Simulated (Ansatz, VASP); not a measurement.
**HfN: VASP beside Ansatz**

```
Hf N
1.0
     3.13391    0.00000    0.00000
    -1.56695    2.71404    0.00000
     0.00000    0.00000    5.41677
Hf N
2 2
Direct
  0.66667 0.33333 0.75000
  0.33333 0.66667 0.25000
  0.00000 0.00000 0.00000
  0.00000 0.00000 0.50000
```

The cell comes from a database or a generator and needn't be the stable form of this composition.

Alike in both runs: task single point; functional r2SCAN; k mesh 8 × 8 × 4; occupations methfessel-paxton of order 1, width 0.1 eV; no spin polarisation.

|  | VASP | Ansatz |
| --- | --- | --- |
| version | VASP 6.6.1 | Ansatz 0.2.0 |
| potentials or method | VASP PAW PBE potentials, release 64 (Hf_pv, N) | plane waves, PAW |
| plane-wave cutoff (eV) | 520 | 530 |
| valence electrons in the cell | 30 | 62 |

|  | VASP | Ansatz | Ansatz less VASP |
| --- | --- | --- | --- |
| pressure (GPa) | 0.1 | 2.7 | +2.58 |
| largest component of the traceless stress (GPa) | 0.48 | 0.61 | +0.133 |

The two sets of potentials don't hold the same shells in valence.

Caveats: the PAW data sets were made with another functional, which shifts forces and pressure a little (VASP). The runs have no spin-orbit coupling, so splittings on Hf are missing.
